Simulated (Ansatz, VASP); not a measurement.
**TiTe2: VASP beside Ansatz**

Contents of INCAR:

```
  PREC = Accurate
  ENCUT = 520
  EDIFF = 1E-7
  ISMEAR = 0
  SIGMA = 0.1
  LREAL = False
  LASPH = True
  NELM = 100
  ALGO = Fast
  ISIF = 2
  LWAVE = False
  LCHARG = False
  GGA = PS
  NBANDS = 19
```

Contents of KPOINTS:

```
Automatic mesh
0
Gamma
  15 15 8
```

POSCAR

```
TiTe2
1.0
    3.6738132234      0.0000000000      0.0000000000
   -1.8369066117      3.1816155802      0.0000000000
    0.0000000000      0.0000000000      6.9052946400
Ti Te
1 2
Direct
    0.0000000000      0.0000000000      0.0000000000
    0.6666666667      0.3333333333      0.2571455915
    0.3333333333      0.6666666667      0.7428544085
```

Input for Ansatz:

```yaml
crystal:
  lattice:
    - [3.6738132234, 0.0, 0.0]
    - [-1.8369066117, 3.1816155802, 0.0]
    - [0.0, 0.0, 6.90529464]
  atoms:
    - { symbol: Ti, position: [0.0, 0.0, 0.0] }
    - { symbol: Te, position: [0.6666666667, 0.3333333333, 0.2571455915] }
    - { symbol: Te, position: [0.3333333333, 0.6666666667, 0.7428544085] }
basis:
  ecutwfc: 420
kpoints:
  mp_grid: { grid: [15, 15, 8] }
hamiltonian:
  xc: pbesol
scf:
  occupations: { method: gaussian, width: 0.1 }
output:
  forces: true
  stress: true
  eigenvalues: true
```

Alike in both runs: task single point; functional PBEsol; k mesh 15 × 15 × 8; occupations gaussian, width 0.1 eV; no spin polarisation.

```csv
,VASP,Ansatz
version,VASP 6.6.1,Ansatz 0.2.0
potentials or method,"VASP PAW PBE potentials, release 64 (Ti_sv, Te)","scalar-relativistic, plane waves, PAW"
plane-wave cutoff (eV),520,420
valence electrons in the cell,24,44
```

VASP gave:

- gap on the k mesh at the Fermi level (eV): none
- pressure (GPa): -1.5
- largest component of the traceless stress (GPa): 1.20
- rms of the force components (eV/Å): 0.096

Problem. Estimate Ansatz's values.

Solution. gap on the k mesh at the Fermi level (eV): none; pressure (GPa): -1.6; largest component of the traceless stress (GPa): 1.22; rms of the force components (eV/Å): 0.105.

Atom by atom the forces differ by 0.009 eV/Å (rms over components). A gap of «none» marks a metal or a gap that the smearing closes. The two sets of potentials don't hold the same shells in valence.

Caveats: the PAW data sets were made with another functional, which shifts forces and pressure a little (VASP); this functional lacks dispersion, which binds the layers, so the pressure and a relaxed spacing across them are unreliable. The runs have no spin-orbit coupling, so splittings on Te are missing.
